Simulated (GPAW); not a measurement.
**Zn15CrS16 (ZnS32 Cr1): moments or none**

Wanted: the moments of Zn15CrS16 (ZnS32 Cr1) and the energy gained by spin polarisation.

Calculated with GPAW 26.7.0; PBE; plane waves with GPAW's PAW setups, scalar-relativistic.

## 1. The starting structure

It takes space group P-42m (No. 111, tetragonal). Conventional cell: a = 10.818 Å, b = 10.818 Å, c = 5.409 Å, α = 90.00°, β = 90.00°, γ = 90.00°. Cr has 4 S at 2.34 Å nearest. Nearest to S lie 3 Zn at 2.34 Å and 1 Cr at 2.34 Å. Nearest to Zn lie 4 S at 2.34 Å. Nearest to S lie 4 Zn at 2.34 Å. Zn has 4 S at 2.34 Å nearest. S has 4 Zn at 2.34 Å nearest. substitutional dopants on the host's lattice, its constants typed without a cited source, atoms not relaxed. Farther neighbours and most contacts between anions are not listed.

The cell is a made-up one and need not be a known phase.

## 2. Run 1 (ferro +)

Parallel moments need no larger cell; this start tests for a ferromagnetic state only.

order1.py

```python
import json
import numpy as np
from ase import Atoms
from ase.parallel import paropen, parprint
from gpaw import GPAW

atoms = Atoms(['Cr', 'S', 'Zn', 'S', 'Zn', 'S', 'Zn', 'S', 'Zn', 'S', 'Zn', 'S', 'Zn', 'S', 'Zn', 'S', 'Zn', 'S', 'Zn', 'S', 'Zn', 'S', 'Zn', 'S', 'Zn', 'S', 'Zn', 'S', 'Zn', 'S', 'Zn', 'S'],
    cell=[[10.818, 0.0, 0.0],
         [0.0, 10.818, 0.0],
         [0.0, 0.0, 5.409]],
    scaled_positions=[[0.0, 0.0, 0.0],
         [0.125, 0.125, 0.25],
         [0.0, 0.25, 0.5],
         [0.125, 0.375, 0.75],
         [0.25, 0.0, 0.5],
         [0.375, 0.125, 0.75],
         [0.25, 0.25, 0.0],
         [0.375, 0.375, 0.25],
         [0.0, 0.5, 0.0],
         [0.125, 0.625, 0.25],
         [0.0, 0.75, 0.5],
         [0.125, 0.875, 0.75],
         [0.25, 0.5, 0.5],
         [0.375, 0.625, 0.75],
         [0.25, 0.75, 0.0],
         [0.375, 0.875, 0.25],
         [0.5, 0.0, 0.0],
         [0.625, 0.125, 0.25],
         [0.5, 0.25, 0.5],
         [0.625, 0.375, 0.75],
         [0.75, 0.0, 0.5],
         [0.875, 0.125, 0.75],
         [0.75, 0.25, 0.0],
         [0.875, 0.375, 0.25],
         [0.5, 0.5, 0.0],
         [0.625, 0.625, 0.25],
         [0.5, 0.75, 0.5],
         [0.625, 0.875, 0.75],
         [0.75, 0.5, 0.5],
         [0.875, 0.625, 0.75],
         [0.75, 0.75, 0.0],
         [0.875, 0.875, 0.25]],
    pbc=True,
    magmoms=[3.0, 0.0, 0.0, 0.0, 0.0, 0.0, 0.0, 0.0, 0.0, 0.0, 0.0, 0.0, 0.0, 0.0, 0.0, 0.0, 0.0, 0.0, 0.0, 0.0, 0.0, 0.0, 0.0, 0.0, 0.0, 0.0, 0.0, 0.0, 0.0, 0.0, 0.0, 0.0])
atoms.calc = GPAW(mode={'name': 'pw', 'ecut': 450},
    xc='PBE',
    kpts={'size': (3, 3, 5), 'gamma': True},
    occupations={'name': 'fermi-dirac', 'width': 0.05},
    convergence={'density': 1e-05, 'energy': 1e-05},
    maxiter=200,
    mixer={'name': 'pulay', 'beta': 0.05, 'nmaxold': 6, 'weight': 50},
    symmetry={'tolerance': 1e-4},
    txt='order1.txt')
e = atoms.get_potential_energy(force_consistent=True)
res = {'free_energy': e, 'energy_sigma0': atoms.get_potential_energy(), 'fermi_energy': atoms.calc.get_fermi_level()}
res['moments'] = atoms.get_magnetic_moments().tolist()
res['total'] = atoms.get_magnetic_moment()
parprint('site moments (muB):', np.round(res['moments'], 3))
parprint(f"total moment: {res['total']:.3f} muB")
parprint(f'free energy: {e:.6f} eV')
atoms.calc.write('order1.gpw')
with paropen('results.json', 'w') as f:
    json.dump(res, f)
```

The run is started by

```
$ OMP_NUM_THREADS=1 mpirun -n 4 gpaw python order1.py > order1.log
```

Numbers of over 12 decimals in the logs are rounded to 6 here.

What it wrote:

```text
site moments (muB): [ 3.212e+00 -1.200e-02  1.600e-02  2.000e-03  1.600e-02  2.000e-03
  8.000e-03  1.000e-03  2.000e-03  2.000e-03  1.600e-02 -1.200e-02
  0.000e+00  1.000e-03  8.000e-03  2.000e-03  2.000e-03  2.000e-03
  0.000e+00  1.000e-03  1.600e-02 -1.200e-02  8.000e-03  2.000e-03
  2.000e-03  1.000e-03  0.000e+00  2.000e-03  0.000e+00  2.000e-03
  8.000e-03 -1.200e-02]
total moment: 4.000 muB
free energy: -117.226549 eV

--- order1.txt ---
Input parameters:
  mode=PW(ecut=450),
  convergence={'density': 1e-05, 'energy': 1e-05},
  kpts=MonkhorstPack(size=(3, 3, 5), gamma=True),
  maxiter=200,
  mixer=Pulay(name='pulay', nmaxold=6, beta=0.05, weight=50, sigma=0.015, g_ss=None),
  occupations=Occupations(name='fermi-dirac', width=0.05),
  symmetry=Symmetry(tolerance=0.0001),
  xc=XC(name='PBE')

Diagonalizing LCAO Hamiltonian
Converting LCAO to pw mode
        .--------------------------.
       /|                          |
      / |                          |
     /  | S             S          |
    /   |       S            S     |
   /  Zn|           Zn             |
  /    S|        S   S         S   |
 *      .--Zn------------Zn--------.
 |     / S  S         S  S        /
 | Zn /      Zn Zn         Zn    /
 |   /        S            S    /
 |  /S  Zn        ZS Zn        /
 | /     Zn            Zn     /
 |/                          /
 Cr------------Zn-----------*

Atoms  # Å, Bohr magnetons
|    | symbol |        x |        y |        z |    initial magnetic moments |
|----|--------|----------|----------|----------|-----------------------------|
|  0 |     Cr | 0.000000 | 0.000000 | 0.000000 | ( 0.0000,  0.0000,  3.0000) |
|  1 |      S | 1.352250 | 1.352250 | 1.352250 | ( 0.0000,  0.0000,  0.0000) |
|  2 |     Zn | 0.000000 | 2.704500 | 2.704500 | ( 0.0000,  0.0000,  0.0000) |
|  3 |      S | 1.352250 | 4.056750 | 4.056750 | ( 0.0000,  0.0000,  0.0000) |
|  4 |     Zn | 2.704500 | 0.000000 | 2.704500 | ( 0.0000,  0.0000,  0.0000) |
|  5 |      S | 4.056750 | 1.352250 | 4.056750 | ( 0.0000,  0.0000,  0.0000) |
|  6 |     Zn | 2.704500 | 2.704500 | 0.000000 | ( 0.0000,  0.0000,  0.0000) |
|  7 |      S | 4.056750 | 4.056750 | 1.352250 | ( 0.0000,  0.0000,  0.0000) |
|  8 |     Zn | 0.000000 | 5.409000 | 0.000000 | ( 0.0000,  0.0000,  0.0000) |
|  9 |      S | 1.352250 | 6.761250 | 1.352250 | ( 0.0000,  0.0000,  0.0000) |
| 10 |     Zn | 0.000000 | 8.113500 | 2.704500 | ( 0.0000,  0.0000,  0.0000) |
| 11 |      S | 1.352250 | 9.465750 | 4.056750 | ( 0.0000,  0.0000,  0.0000) |
| 12 |     Zn | 2.704500 | 5.409000 | 2.704500 | ( 0.0000,  0.0000,  0.0000) |
| 13 |      S | 4.056750 | 6.761250 | 4.056750 | ( 0.0000,  0.0000,  0.0000) |
| 14 |     Zn | 2.704500 | 8.113500 | 0.000000 | ( 0.0000,  0.0000,  0.0000) |
| 15 |      S | 4.056750 | 9.465750 | 1.352250 | ( 0.0000,  0.0000,  0.0000) |
| 16 |     Zn | 5.409000 | 0.000000 | 0.000000 | ( 0.0000,  0.0000,  0.0000) |
| 17 |      S | 6.761250 | 1.352250 | 1.352250 | ( 0.0000,  0.0000,  0.0000) |
| 18 |     Zn | 5.409000 | 2.704500 | 2.704500 | ( 0.0000,  0.0000,  0.0000) |
| 19 |      S | 6.761250 | 4.056750 | 4.056750 | ( 0.0000,  0.0000,  0.0000) |
| 20 |     Zn | 8.113500 | 0.000000 | 2.704500 | ( 0.0000,  0.0000,  0.0000) |
| 21 |      S | 9.465750 | 1.352250 | 4.056750 | ( 0.0000,  0.0000,  0.0000) |
| 22 |     Zn | 8.113500 | 2.704500 | 0.000000 | ( 0.0000,  0.0000,  0.0000) |
| 23 |      S | 9.465750 | 4.056750 | 1.352250 | ( 0.0000,  0.0000,  0.0000) |
| 24 |     Zn | 5.409000 | 5.409000 | 0.000000 | ( 0.0000,  0.0000,  0.0000) |
| 25 |      S | 6.761250 | 6.761250 | 1.352250 | ( 0.0000,  0.0000,  0.0000) |
| 26 |     Zn | 5.409000 | 8.113500 | 2.704500 | ( 0.0000,  0.0000,  0.0000) |
| 27 |      S | 6.761250 | 9.465750 | 4.056750 | ( 0.0000,  0.0000,  0.0000) |
| 28 |     Zn | 8.113500 | 5.409000 | 2.704500 | ( 0.0000,  0.0000,  0.0000) |
| 29 |      S | 9.465750 | 6.761250 | 4.056750 | ( 0.0000,  0.0000,  0.0000) |
| 30 |     Zn | 8.113500 | 8.113500 | 0.000000 | ( 0.0000,  0.0000,  0.0000) |
| 31 |      S | 9.465750 | 9.465750 | 1.352250 | ( 0.0000,  0.0000,  0.0000) |

Unit cell  # Å
| periodic |         x |         y |        z |   lengths |    angles |
|----------|-----------|-----------|----------|-----------|-----------|
|      yes | 10.818000 |  0.000000 | 0.000000 | 10.818000 | 90.000000 |
|      yes |  0.000000 | 10.818000 | 0.000000 | 10.818000 | 90.000000 |
|      yes |  0.000000 |  0.000000 | 5.409000 |  5.409000 | 90.000000 |

Number of symmetries: 8

BZ-sampling:
  Number of BZ points: 45
  Number of IBZ points: 9

  Monkhorst-Pack size: [3, 3, 5]
  Monkhorst-Pack shift: [0, 0, 0]

K-points  # in reciprocal-cell coordinates
|   |                                coordinates |     weight |
|---|--------------------------------------------|------------|
| 0 | (  0.00000000,   0.00000000,   0.00000000) | 0.02222222 |
| 1 | (  0.00000000,   0.00000000,   0.20000000) | 0.04444444 |
| 2 | (  0.00000000,   0.00000000,   0.40000000) | 0.04444444 |
| 3 | (  0.33333333,   0.00000000,   0.00000000) | 0.08888889 |
| 4 | (  0.33333333,   0.00000000,   0.20000000) | 0.17777778 |
| 5 | (  0.33333333,   0.00000000,   0.40000000) | 0.17777778 |
| 6 | (  0.33333333,   0.33333333,   0.00000000) | 0.08888889 |
| 7 | (  0.33333333,   0.33333333,   0.20000000) | 0.17777778 |
| 8 | (  0.33333333,   0.33333333,   0.40000000) | 0.17777778 |

Plane wave coefficients: 13775
Cutoff: 450.000000 eV

Spin-components: 2 (collinear spins)
Bands:           175
Projectors:      176
Spin-degeneracy: 1
Datatype:        complex128

Parallelization:
  kpt:    4
  domain: 1
  band:   1

Density:
  Valence electrons: 282.0
  Components: 2
  Grid points: [54 54 27]
  Charge: 0.0  # |e|

Potential:
  Grid points: [54 54 27]

species:
  Cr:
    name:    Chromium
    Z:       24.0
    valence: 6
    core:    18
    charge:  0.0  # [|e|]
    compensation charges:
      type: gauss
      rc: 0.35  # [Å]
      lmax: 2
    cutoffs:
      filter: 2.14  # [Å]
      core: 3.04  # [Å]
    projectors
    | kind |    occ | energy [eV] | rcut [Å] |
    |------|--------|-------------|----------|
    |   4s |  1.000 |      -4.007 |    1.164 |
    |   4p |  0.000 |      -0.989 |    1.217 |
    |   3d |  5.000 |      -2.913 |    1.111 |
    |    s |        |      23.205 |    1.164 |
    |    p |        |      26.223 |    1.217 |
    |    d |        |      24.299 |    1.111 |

    Using partial waves for Cr as LCAO basis

  S:
    name:    Sulfur
    Z:       16.0
    valence: 6
    core:    10
    charge:  0.0  # [|e|]
    compensation charges:
      type: gauss
      rc: 0.24  # [Å]
      lmax: 2
    cutoffs:
      filter: 1.77  # [Å]
      core: 1.66  # [Å]
    projectors
    | kind |    occ | energy [eV] | rcut [Å] |
    |------|--------|-------------|----------|
    |   3s |  2.000 |     -17.254 |    0.974 |
    |   3p |  4.000 |      -7.008 |    0.979 |
    |    s |        |       9.957 |    0.974 |
    |    p |        |      20.203 |    0.979 |
    |    d |        |       0.000 |    0.900 |

    Using partial waves for S as LCAO basis

  Zn:
    name:    Zinc
    Z:       30.0
    valence: 12
    core:    18
    charge:  0.0  # [|e|]
    compensation charges:
      type: gauss
      rc: 0.37  # [Å]
      lmax: 2
    cutoffs:
      filter: 2.14  # [Å]
      core: 2.28  # [Å]
    projectors
    | kind |    occ | energy [eV] | rcut [Å] |
    |------|--------|-------------|----------|
    |   4s |  2.000 |      -5.977 |    1.286 |
    |   4p |  0.000 |      -1.117 |    1.270 |
    |   3d | 10.000 |     -10.142 |    1.180 |
    |    s |        |      21.234 |    1.286 |
    |    p |        |      26.095 |    1.270 |
    |    d |        |      17.070 |    1.180 |

    Using partial waves for Zn as LCAO basis

Reference energy: -935224.195604  # eV

eigensolver:
  PPCG
  Converge bands: occupied
  niter=2

density mixing:
  Pulay-Mixer
  Linear mixing parameters: 0.05
  Old densities: 6
  Fourier metric: weight=50, sigma=0.015

occupation numbers:
  Fermi-Dirac:
    width: 0.0500  # eV

poisson solver:
  ecut: 3600.000000  # eV

xc functional:
  name: PBE with 2 nearest neighbor stencil

convergence criteria:
- Maximum integral of absolute [dens]ity change: 1e-05 electrons / valence electron
- Maximum [total energy] change in last 3 cyles: 1e-05 eV / valence electron
- Maximum integral of absolute [eigenst]ate change: 4e-08 eV^2 / valence electron
maximum number of iterations: 200

SCF iterations
|iter     |      energy | eigst |  dens |  magmom |
|---------|-------------|-------|-------|---------|
|iter:   1|       0s | -123.420413 | +1.19 |       |  +2.9800|
|iter:   2|      38s | -121.289254 | +0.46 | -1.11 |  +3.0230|
|iter:   3|      77s | -119.849853 | -0.35 | -1.18 |  +3.0941|
|iter:   4|     116s | -117.599767 | -0.01 | -1.23 |  +3.4746|
|iter:   5|     154s | -117.135333 | -0.69 | -1.53 |  +3.4997|
|iter:   6|     193s | -117.089638 | -1.12 | -1.57 |  +3.5737|
|iter:   7|     232s | -117.095242 | -1.85 | -1.64 |  +3.6833|
|iter:   8|     270s | -117.190070 | -2.03 | -1.79 |  +3.8928|
|iter:   9|     309s | -117.181922 | -2.50 | -2.18 |  +3.9367|
|iter:  10|     347s | -117.185474 | -2.17 | -2.44 |  +3.9995|
[... 22 iterations left out ...]
|iter:  33|    1237s | -117.188056c| -5.80 | -4.20 |  +4.0002|
|iter:  34|    1275s | -117.188057c| -6.39 | -4.49 |  +4.0002|
|iter:  35|    1314s | -117.188057c| -6.62 | -4.49 |  +4.0002|
|iter:  36|    1352s | -117.188058c| -6.81 | -4.53 |  +4.0001|
|iter:  37|    1391s | -117.188058c| -6.99 | -4.65 |  +4.0000|
|iter:  38|    1410s | -117.188058c| -7.62c| -4.73 |  +4.0000|
|iter:  39|    1449s | -117.188059c| -7.19 | -4.75 |  +4.0000|
|iter:  40|    1472s | -117.188059c| -7.51c| -4.86 |  +4.0000|
|iter:  41|    1510s | -117.188060c| -7.14 | -4.91 |  +4.0000|
|iter:  42|    1533s | -117.188060c| -7.83c| -5.29c|  +4.0000|

Converged in 42 steps
Energy contributions relative to reference atoms: (reference = -935224.195604)

Energy contributions:
  Kinetic:         172.467388
  Coulomb:        -149.274110
  Zero:              0.404988
  External:          0.000000
  Xc:             -140.747837
  Entropy:          -0.076978
  Spinorbit:         0.000000
  ----------------------------
  Free energy:    -117.226549
  Extrapolated:   -117.188060

dipole moment: (-87.385175, -87.385175, -84.619614)  # |e|*Ang

Total magnetic moment: (0.000000, 0.000000, 4.000022)

Local magnetic moments
|        x |        y |         z |
|----------|----------|-----------|
| 0.000000 | 0.000000 |  3.212251 |  # Cr   0
| 0.000000 | 0.000000 | -0.011932 |  # S    1
| 0.000000 | 0.000000 |  0.016011 |  # Zn   2
| 0.000000 | 0.000000 |  0.001908 |  # S    3
| 0.000000 | 0.000000 |  0.016011 |  # Zn   4
| 0.000000 | 0.000000 |  0.001908 |  # S    5
| 0.000000 | 0.000000 |  0.008156 |  # Zn   6
| 0.000000 | 0.000000 |  0.001039 |  # S    7
| 0.000000 | 0.000000 |  0.001966 |  # Zn   8
| 0.000000 | 0.000000 |  0.001908 |  # S    9
| 0.000000 | 0.000000 |  0.016011 |  # Zn  10
| 0.000000 | 0.000000 | -0.011932 |  # S   11
| 0.000000 | 0.000000 |  0.000208 |  # Zn  12
| 0.000000 | 0.000000 |  0.001039 |  # S   13
| 0.000000 | 0.000000 |  0.008156 |  # Zn  14
| 0.000000 | 0.000000 |  0.001908 |  # S   15
[...]
| 0.000000 | 0.000000 |  0.008156 |  # Zn  22
| 0.000000 | 0.000000 |  0.001908 |  # S   23
| 0.000000 | 0.000000 |  0.001520 |  # Zn  24
| 0.000000 | 0.000000 |  0.001039 |  # S   25
| 0.000000 | 0.000000 |  0.000208 |  # Zn  26
| 0.000000 | 0.000000 |  0.001908 |  # S   27
| 0.000000 | 0.000000 |  0.000208 |  # Zn  28
| 0.000000 | 0.000000 |  0.001908 |  # S   29
| 0.000000 | 0.000000 |  0.008156 |  # Zn  30
| 0.000000 | 0.000000 | -0.011932 |  # S   31

Fermi level: 5.023
Eigenvalues  # (at kpt = [0.000, 0.000, 0.000])
| band index |      eig [eV] | occ [0-1] |      eig [eV] | occ [0-1] |
|------------|---------------|-----------|---------------|-----------|
|          0 |        -9.337 |     1.000 |        -9.326 |     1.000 |
|        ... |               |           |               |           |
|        133 |         2.751 |     1.000 |         2.800 |     1.000 |
|        134 |         2.751 |     1.000 |         2.800 |     1.000 |
|        135 |         2.861 |     1.000 |         2.869 |     1.000 |
|        136 |         3.483 |     1.000 |         3.626 |     1.000 |
|        137 |         3.522 |     1.000 |         3.637 |     1.000 |
|        138 |         3.522 |     1.000 |         3.637 |     1.000 |
|        139 |         3.942 |     1.000 |         5.959 |     0.000 |
|        140 |         3.985 |     1.000 |         6.578 |     0.000 |
|        141 |         4.971 |     0.739 |         6.655 |     0.000 |
|        142 |         5.086 |     0.219 |         6.717 |     0.000 |
|        143 |         5.086 |     0.219 |         6.830 |     0.000 |
|        144 |         5.910 |     0.000 |         6.830 |     0.000 |
|        145 |         7.289 |     0.000 |         7.613 |     0.000 |
|        146 |         7.296 |     0.000 |         7.744 |     0.000 |
|        147 |         7.296 |     0.000 |         7.744 |     0.000 |
|        ... |               |           |               |           |
|        174 |        10.495 |     0.000 |        10.612 |     0.000 |

No gap
No difference between direct/indirect transitions
```

The job ended after 27 min (4 MPI ranks of Arm Neoverse V1, shared host; peak memory 2.7 GiB).

Spin moment in the augmentation sphere by element, in μB:

```
element  atoms  mean  spread (r.m.s.)  least  largest
     Cr      1  3.21             0.00   3.21     3.21
      S     16  0.00             0.01  -0.01     0.00
     Zn     15  0.01             0.01   0.00     0.02
```

The atoms farthest from the mean of their element:

```
atom       x, y, z (Å)  spin moment in the augmentation sphere (μB)
  S2  1.35, 1.35, 1.35                                        -0.01
 S12  1.35, 9.47, 4.06                                        -0.01
 S32  9.47, 9.47, 1.35                                        -0.01
 S22  9.47, 1.35, 4.06                                        -0.01
Zn11  0.00, 8.11, 2.70                                         0.02
Zn21  8.11, 0.00, 2.70                                         0.02
 Zn5  2.70, 0.00, 2.70                                         0.02
 Zn3  0.00, 2.70, 2.70                                         0.02
```

This step gave:

* magnetization: 4.000 μB
* final state: ferromagnetic

After 42 cycles the largest moment stands at 3.21 μB.

(Continued in part 2 of 2.)

[Logs and program files are shortened in this print: banners, set-up blocks, solver, clock and traceback lines can be left out without a mark of their own.]

[Logs are printed without paths, hosts, clocks, repeated set-up lines and the standing remarks that a program may print on its own settings, such as how far it seeks lower states.]

[Hosts, paths, dates, database ids (printed as entryN), source tags and the programs' standing remarks are cut or masked in the printed files.]

[Where a cell is said to come from a database of computed structures, the database is the Materials Project.]
